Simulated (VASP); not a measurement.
# Si (Fd-3m) in VASP: further runs

The runs below take Si through single point, with PBE.

Program: VASP 6.6.1. These are calculated values, not measurements. Logs are shortened: lines on timing, memory, paths and dates and some standing lists are left out, and cuts for length are marked.

### 1 The undisturbed crystal

It takes space group Fd-3m (No. 227, cubic). The conventional cell has a = 5.444 Å, b = 5.444 Å, c = 5.444 Å, α = 90.00°, β = 90.00°, γ = 90.00°. Around Si (site symmetry -43m) lie 4 Si at 2.36 Å.

### 2 Single point, PBE (grid = ENCUT=350 dk=0.45 cell=2x2x2 ISMEAR=0 SIGMA=0.05 LREAL=Auto EDIFF=1e-06)

The input, INCAR:

```
  PREC = Accurate
  ENCUT = 350
  EDIFF = 1E-6
  ISMEAR = 0
  SIGMA = 0.05
  LREAL = Auto
  LASPH = True
  NELM = 120
  ALGO = Fast
  ISIF = 2
  LWAVE = False
  LCHARG = False
  GGA = PE
  NBANDS = 40
```

The input, KPOINTS:

```
regular mesh
0
Gamma
  3 3 3
```

The input, POSCAR:

```
Si
1.0
    0.0000000000      5.4437023730      5.4437023730
    5.4437023730      0.0000000000      5.4437023730
    5.4437023730      5.4437023730      0.0000000000
Si
16
Direct
    0.2500000000      0.2500000000      0.2500000000
    0.2500000000      0.2500000000      0.7500000000
    0.2500000000      0.7500000000      0.2500000000
    0.2500000000      0.7500000000      0.7500000000
    0.7500000000      0.2500000000      0.2500000000
    0.7500000000      0.2500000000      0.7500000000
    0.7500000000      0.7500000000      0.2500000000
    0.7500000000      0.7500000000      0.7500000000
    0.3750000000      0.3750000000      0.3750000000
    0.3750000000      0.3750000000      0.8750000000
    0.3750000000      0.8750000000      0.3750000000
    0.3750000000      0.8750000000      0.8750000000
    0.8750000000      0.3750000000      0.3750000000
    0.8750000000      0.3750000000      0.8750000000
    0.8750000000      0.8750000000      0.3750000000
    0.8750000000      0.8750000000      0.8750000000
```

Potentials or basis: VASP PAW PBE potentials, release 64 (Si).

Launch:

```
$ cat potpaw_PBE.64/Si/POTCAR > POTCAR
$ mpirun -np 1 vasp_std > vasp.out
```

OUTCAR:

```text
PREC = Accurate
   ENCUT = 350
   EDIFF = 1E-6
   ISMEAR = 0
   LREAL = Auto
   LASPH = True
   NELM = 120
   ISIF = 2
   GGA = PE

 Found      4 irreducible k-points:

 Following reciprocal coordinates:
            Coordinates               Weight
  0.000000  0.000000  0.000000      1.000000
  0.333333  0.000000  0.000000      8.000000
  0.333333  0.333333  0.000000      6.000000
 -0.333333  0.333333  0.000000     12.000000
   k-points           NKPTS =      4   k-points in BZ     NKDIM =      4   number of bands    NBANDS=     40
   number of dos      NEDOS =    301   number of ions     NIONS =     16
   total plane-waves  NPLWV = 110592
   dimension x,y,z NGX =    48 NGY =   48 NGZ =   48
   dimension x,y,z NGXF=    96 NGYF=   96 NGZF=   96
   ions per type =              16
   NGX,Y,Z   is equivalent  to a cutoff of  10.37, 10.37, 10.37 a.u.
   NGXF,Y,Z  is equivalent  to a cutoff of  20.73, 20.73, 20.73 a.u.
 SYSTEM =  unknown system
   PREC   = accura    normal or accurate (medium, high low for compatibility)
   ISTART =      0    job   : 0-new  1-cont  2-samecut
   ICHARG =      2    charge: 1-file 2-atom 10-const
   ISPIN  =      1    spin polarized calculation?
   LNONCOLLINEAR =      F non collinear calculations
   LSORBIT =      F    spin-orbit coupling
   LASPH  =      T    aspherical Exc in radial PAW
   ENCUT  =  350.0 eV  25.72 Ry    5.07 a.u.  11.74 11.74 11.74*2*pi/ulx,y,z
   NELM   =    120;   NELMIN=  2; NELMDL= -5     # of ELM steps
   EDIFF  = 0.1E-05   stopping-criterion for ELM
   LREAL  =      T    real-space projection
   EDIFFG = 0.1E-04   stopping-criterion for IOM
   NSW    =      0    number of steps for IOM
   IBRION =     -1    ionic relax: 0-MD 1-quasi-New 2-CG
   NFREE  =      0    steps in history (QN), initial steepest desc. (CG)
   ISIF   =      2    stress and relaxation
   ISYM   =      2    0-nonsym 1-usesym 2-fastsym
   POTIM  = 0.5000    time-step for ionic-motion
   TEBEG  =    0.0;   TEEND  =   0.0 temperature during run
   PSTRESS=    0.0 pullay stress
   NELECT =      64.0000    total number of electrons
   NUPDOWN=      -1.0000    fix difference up-down
   EMIN   =  10.00;   EMAX   =-10.00  energy-range for DOS
   EFERMI =   0.00;   METHOD = LEGACY
   ISMEAR =     0;   SIGMA  =   0.05  broadening in eV -4-tet -1-fermi 0-gaus
   EFERMI_NEDOS =   21; number of points for ismear=-14 and -15
   IALGO  =     68    algorithm
   IMIX   =      4    mixing-type and parameters
     AMIX     =   0.40;   BMIX     =  1.00
     AMIX_MAG =   1.60;   BMIX_MAG =  1.00
  volume/ion in A,a.u.               =      20.16       136.08
  Fermi-wavevector in a.u.,A,eV,Ry     =   0.954766  1.804247 12.402783  0.911579
  Thomas-Fermi vector in A             =   2.083543
   LORBIT       =      0    0 simple, 1 ext, 2 COOP (PROOUT), +10 PAW based schemes
   GGA     = PE    functional components
   LHFCALC =     F    Hartree Fock is set to
   AEXX    =    0.0000 exact exchange contribution
   IVDW    =     0    specifies the selected vdW correction
   LEPSILON=     F    determine dielectric tensor
   LRPA    =     F    only Hartree local field effects (RPA)
 non-spin polarized calculation
 RMM-DIIS sequential band-by-band and
 Gauss-broadening in eV      SIGMA  =   0.05
  energy-cutoff  :      350.00
  volume of cell :      322.64
 maximum number of plane-waves:      4813
   NGX = 23   NGY = 23   NGZ = 23

 number of electron      63.9999991 magnetization

 Free energy of the ion-electron system (eV)
  ---------------------------------------------------
  ext. energy  EPLUGINS =         0.00000000
  ---------------------------------------------------
  free energy    TOTEN  =       -86.58080438 eV

  energy without entropy =      -86.58080438  energy(sigma->0) =      -86.58080438

 E-fermi :   5.9879     XC(G=0):  -9.3763

 val. band max:        5.7626640055   @ k =   0.0000   0.0000   0.0000
 cond. band min:       6.4855991845   @ k =   0.0000   0.0000   0.0000
 fundamental gap:      0.7229351790
 Fermi energy:         5.9879351885

 k-point     1 :       0.0000    0.0000    0.0000
  band No.  band energies     occupation
      1      -6.1484      2.00000
      2      -3.8345      2.00000
      3      -3.8345      2.00000
      4      -3.8345      2.00000
      5      -3.8345      2.00000
      6      -2.0292      2.00000
      7      -2.0292      2.00000
      8      -2.0292      2.00000
      9      -2.0292      2.00000
     10      -2.0292      2.00000
     11      -2.0292      2.00000
     12      -1.1723      2.00000
     13      -1.1723      2.00000
     14      -1.1723      2.00000
     15      -1.1723      2.00000
     16       2.9301      2.00000
     17       2.9301      2.00000
     18       2.9301      2.00000
     19       2.9301      2.00000
     20       2.9301      2.00000
     21       2.9301      2.00000
     22       4.5708      2.00000
     23       4.5708      2.00000
     24       4.5708      2.00000
     25       4.5708      2.00000
     26       4.5708      2.00000
     27       4.5708      2.00000
     28       4.5708      2.00000
     29       4.5708      2.00000
     30       5.7627      2.00000
     31       5.7627      2.00000
     32       5.7627      2.00000
     33       6.4856      0.00000
     34       6.4856      0.00000
     35       6.4856      0.00000
     36       6.4856      0.00000
     37       6.4856      0.00000
     38       6.4856      0.00000
     39       7.2769      0.00000
     40       7.2769      0.00000

 k-point     2 :       0.3333    0.0000    0.0000
  band No.  band energies     occupation
      1      -5.7893      2.00000
      2      -4.7805      2.00000
      3      -3.6750      2.00000
      4      -3.6750      2.00000
      5      -3.6750      2.00000
      6      -3.0996      2.00000
      7      -3.0996      2.00000
      8      -3.0996      2.00000
      9      -0.8145      2.00000
     10      -0.8145      2.00000
     11      -0.8145      2.00000
     12      -0.7853      2.00000
     13      -0.7853      2.00000
     14      -0.7853      2.00000
     15       0.4509      2.00000
     16       2.1585      2.00000
     17       2.1585      2.00000
     18       2.1585      2.00000
     19       3.0014      2.00000
     20       3.0014      2.00000
     21       3.0014      2.00000
     22       3.2262      2.00000
     23       3.2262      2.00000
     24       3.2262      2.00000
     25       3.3884      2.00000
     26       3.9984      2.00000
     27       3.9984      2.00000
     28       3.9984      2.00000
     29       4.7682      2.00000
     30       4.7682      2.00000
     31       5.3155      2.00000
     32       5.3155      2.00000
     33       6.8358      0.00000
     34       6.8358      0.00000
     35       6.8358      0.00000
     36       7.5024      0.00000
     37       7.8035      0.00000
     38       7.8035      0.00000
     39       7.8035      0.00000
     40       8.0925      0.00000

 k-point     3 :       0.3333    0.3333    0.0000
  band No.  band energies     occupation
      1      -5.6671      2.00000
      2      -4.2555      2.00000
      3      -4.0565      2.00000
      4      -4.0565      2.00000
      5      -4.0565      2.00000
      6      -4.0565      2.00000
      7      -1.9115      2.00000
      8      -1.9115      2.00000
      9      -1.9115      2.00000
     10      -1.9115      2.00000
     11      -0.2201      2.00000
     12      -0.2201      2.00000
     13      -0.2201      2.00000
     14      -0.2201      2.00000
     15       0.7601      2.00000
     16       2.1464      2.00000
     17       2.1464      2.00000
     18       2.1464      2.00000
     19       2.1464      2.00000
     20       2.7341      2.00000
     21       2.7341      2.00000
     22       2.7341      2.00000
     23       2.7341      2.00000
     24       3.3620      2.00000
     25       3.3620      2.00000
     26       3.7205      2.00000
     27       4.4736      2.00000
     28       4.4736      2.00000
     29       4.4736      2.00000
     30       4.4736      2.00000
     31       4.5790      2.00000
     32       4.5790      2.00000
     33       6.4991      0.00000
     34       7.4699      0.00000
     35       7.7633      0.00000
     36       8.2058      0.00000
     37       8.2061      0.00000
     38       8.2067      0.00000
     39       8.2072      0.00000
     40       8.5120      0.00000

 k-point     4 :      -0.3333    0.3333    0.0000
  band No.  band energies     occupation
      1      -5.2047      2.00000
      2      -4.8569      2.00000
      3      -4.8569      2.00000
      4      -3.8735      2.00000
      5      -3.8735      2.00000
      6      -2.9066      2.00000
      7      -2.8968      2.00000
      8      -2.8968      2.00000
      9      -1.0581      2.00000
     10      -1.0581      2.00000
     11      -0.9874      2.00000
     12       0.1322      2.00000
     13       0.1322      2.00000
     14       1.3386      2.00000
     15       1.3386      2.00000
     16       1.3842      2.00000
     17       1.7818      2.00000
     18       1.7818      2.00000
     19       2.0533      2.00000
     20       2.2199      2.00000
     21       2.2199      2.00000
     22       3.0228      2.00000
     23       3.0228      2.00000
     24       3.3686      2.00000
     25       3.4852      2.00000
     26       3.4852      2.00000
     27       3.6653      2.00000
     28       3.7808      2.00000
     29       3.7808      2.00000
     30       4.0291      2.00000
     31       4.0291      2.00000
     32       5.2005      2.00000
     33       7.3357      0.00000
     34       7.7282      0.00000
     35       7.7282      0.00000
     36       8.6127      0.00000
     37       8.6127      0.00000
     38       8.7829      0.00000
     39       9.1263      0.00000
     40       9.2161      0.00000

------------------------ aborting loop because EDIFF is reached ----------------------------------------

  FORCE on cell =-STRESS in cart. coord.  units (eV):
  Direction    XX          YY          ZZ          XY          YZ          ZX
  --------------------------------------------------------------------------------------
  -------------------------------------------------------------------------------------
  Total        2.6052967      2.6052967      2.6052967     -0.0000000     -0.0000000      0.0000000
  in kB       12.9376280     12.9376280     12.9376280     -0.0000000     -0.0000000      0.0000000
  external PRESSURE =      12.9376280 kB  Pullay stress =       0.0000000 kB

 VOLUME and BASIS-vectors are now :
 -----------------------------------------------------------------------------
  energy-cutoff  :      350.00
  volume of cell :      322.64
      direct lattice vectors                 reciprocal lattice vectors
     0.000000000  5.443702373  5.443702373    -0.091849254  0.091849254  0.091849254
     5.443702373  0.000000000  5.443702373     0.091849254 -0.091849254  0.091849254
     5.443702373  5.443702373  0.000000000     0.091849254  0.091849254 -0.091849254

 POSITION                                       TOTAL-FORCE (eV/Angst)
 -----------------------------------------------------------------------------------
      2.72185      2.72185      2.72185        -0.000000     -0.000000     -0.000000
      5.44370      5.44370      2.72185        -0.000000     -0.000000     -0.000000
      5.44370      2.72185      5.44370        -0.000000     -0.000000     -0.000000
      8.16555      5.44370      5.44370        -0.000000     -0.000000     -0.000000
      2.72185      5.44370      5.44370        -0.000000     -0.000000     -0.000000
      5.44370      8.16555      5.44370        -0.000000     -0.000000     -0.000000
      5.44370      5.44370      8.16555        -0.000000     -0.000000     -0.000000
      8.16555      8.16555      8.16555        -0.000000     -0.000000     -0.000000
      4.08278      4.08278      4.08278         0.000000      0.000000      0.000000
      6.80463      6.80463      4.08278         0.000000      0.000000      0.000000
      6.80463      4.08278      6.80463         0.000000      0.000000      0.000000
      9.52648      6.80463      6.80463         0.000000      0.000000      0.000000
      4.08278      6.80463      6.80463         0.000000      0.000000      0.000000
      6.80463      9.52648      6.80463         0.000000      0.000000      0.000000
      6.80463      6.80463      9.52648         0.000000      0.000000      0.000000
      9.52648      9.52648      9.52648         0.000000      0.000000      0.000000
 -----------------------------------------------------------------------------------
    total drift:                               -0.000000      0.000000     -0.000000

  FREE ENERGIE OF THE ION-ELECTRON SYSTEM (eV)
  ---------------------------------------------------
  free  energy   TOTEN  =       -86.5808043822 eV

  energy  without entropy=      -86.5808043822  energy(sigma->0) =      -86.58080438
```

It took 65 s on 1 thread of Intel Xeon Platinum 8488C (Sapphire Rapids), shared host; peak memory 0.3 GiB.

These settings aren't checked as converged: the numbers below hold their error.

Results:

```
Free energy            : -86.5808 eV
Pressure               : 1.3 GPa
Band gap on the k mesh : 0.72 eV
```

Caveat: an odd mesh through Γ misses points on the zone boundary, where band edges often lie.

[end of part 1 of 2]
